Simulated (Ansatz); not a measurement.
Input and output of a single-point calculation on wurtzite CdSe (Ansatz, PBE). The cell was relaxed with r2SCAN and then strained (uniaxial -1.0 % along z, other directions held), with the atoms relaxed again with r2SCAN; k points keep the names of the unstrained zone.

```yaml
crystal:
  lattice:
    - [4.3407236653, 0.0, 0.0]
    - [-2.1703618326, 3.759176965, 0.0]
    - [0.0, 0.0, 7.0058795226]
  atoms:
    - { symbol: Cd, position: [0.3333333333, 0.6666666667, -0.0015846252] }
    - { symbol: Cd, position: [0.6666666667, 0.3333333333, 0.4984153748] }
    - { symbol: Se, position: [0.3333333333, 0.6666666667, 0.3765846252] }
    - { symbol: Se, position: [0.6666666667, 0.3333333333, 0.8765846252] }
kpoints:
  mp_grid: { grid: [12, 12, 4] }
  band_path:
    path:
      - [0.0, 0.0, 0.0]
      - [0.5, 0.0, 0.0]
      - [0.3333333333, 0.3333333333, 0.0]
      - [0.0, 0.0, 0.5]
      - [0.5, 0.0, 0.5]
      - [0.3333333333, 0.3333333333, 0.5]
    npoints: 1
hamiltonian:
  xc: pbe
scf:
  occupations: { method: fermi_dirac, width: 0.02 }
  n_extra_bands: 5
output:
  forces: true
  stress: true
  eigenvalues: true
```

Some lines of the output have been replaced by numbered gaps.
```
Pseudopotential: Cd, paw, valence charge 20, recommended cutoff 420 eV (normal)
Pseudopotential: Se, paw, valence charge 16, recommended cutoff 420 eV (normal)
Functional definition: PBE
Crystal: 4 atoms, lattice volume = 114.319 Å³
Basis set: ecut = 420 eV, 2273 PW (Γ)
Bands: 41, of which v1, the nominal top of the filled ones, is band 36 counted from 1 (35 counted from 0)
Symmetry: 12 space group operations
Space group: P63mc (ITA 186)
k-points: 57 of 576 (time reversal used)
preconditioner: auto → Resta (q_TF=auto, 2.526 Å⁻¹)  ε∞=4.6  [insulator: Δε(μ)=0.636 eV  σ=0.020 eV  ℏωp=20.8 eV]
SCF converged after 7 iterations
Free energy (F): -27449.559810 eV
Fermi energy:    7.575476 eV
--- Per-component energies (eV) ---
  E_band       = -1793.524059
  E_kinetic    = 1247.379822
  E_local      = -12851.465405
  E_nonlocal   = -1124.575312
  E_hartree    = 6108.687621
  E_xc         = -562.023226
  E_vxc        = -639.766687
  E_paw        = -11989.378609
  E_vpaw       = -642.493722
  E_ewald      = -8278.183550
--- Forces (eV/Å), atoms counted from 1 ---
  atom   1  Cd      0.00000      0.00000    -0.00089
  atom   2  Cd      0.00000      0.00000    -0.00089
  atom   3  Se      0.00000      0.00000      0.00091
  atom   4  Se      0.00000      0.00000      0.00091
--- Stress (GPa, compression-positive) ---
[1]
--- Band table (eV; the first three rows and the last of 57) ---
  k-point 0: bands = […, 2.9961, 6.4835, 6.4835, 7.2323, 7.2374, 7.2374, 7.8876, 9.3658, 13.0790, 13.0790, …]
  k-point 1: bands = […, 3.5051, 6.0598, 6.5860, 6.5860, 7.1182, 7.1182, 8.9370, 9.4690, 13.0198, 13.1649, …]
  k-point 2: bands = […, 4.6687, 4.6687, 6.8438, 6.8438, 6.8438, 6.8438, 9.5710, 9.5710, 13.0954, 13.0954, …]
  k-point 56: bands = […, 3.2134, 3.2134, 4.8773, 4.8773, 6.1979, 6.1979, 11.0337, 11.0337, 13.1128, 13.1128, …]
```

Question: What stood in the gaps? They hold the stress.

Answer:
```
[1]
        1.813360       0.000000       0.000000
        0.000000       1.813360       0.000000
        0.000000       0.000000       2.305454
  P = ⅓ Tr σ = 1.9774 GPa (19.774 kbar)
```

Command: `ansatz run input.yaml --threads 2 --pin off --max-ram 29491MiB --backend cpu --events-out ev --progress --plain --runs-dir out`.

Question: It took 9.5 s on 2 threads of AMD EPYC 7R13 Processor (Zen 3), with other jobs on the host. What peak of host memory did it reach?

Answer: About 0.61 GiB.

(Simulation; spin polarisation is off.)

Spin-orbit coupling is left out.
